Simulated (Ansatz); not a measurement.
A: Zr (hcp, Mg type), a = b = 3.231 Å, c = 5.173 Å, α = β = 90.00°, γ = 120.00°
B: Hf (hcp, Mg type), a = 3.2042 Å, b = 3.2042 Å, c = 5.0691 Å, α = 90.00°, β = 90.00°, γ = 120.00°
C: GeO₂ (rutile), a = b = 4.488 Å, c = 2.905 Å, α = β = γ = 90.00°

Scan: energy over volume and axial ratio (atoms clamped). All come from one method, each on a k mesh of its own. All were relaxed with their symmetry unable to fall. Hf is run without spin polarisation. Spin-orbit coupling is left out. Zr is run without spin polarisation.

Put the candidates in order of modulus against c/a change at fixed volume, (3/4V)·∂²E/∂(ln c/a)² (fitted), lowest first, for PBE (plane waves to 420 eV, PAW, scalar-relativistic; Ansatz, a first-principles code).

A (45 GPa), B (62 GPa), C (137 GPa)

(A scan under strain: stresses follow from slopes of the energy per volume, elastic moduli from its curvatures.)
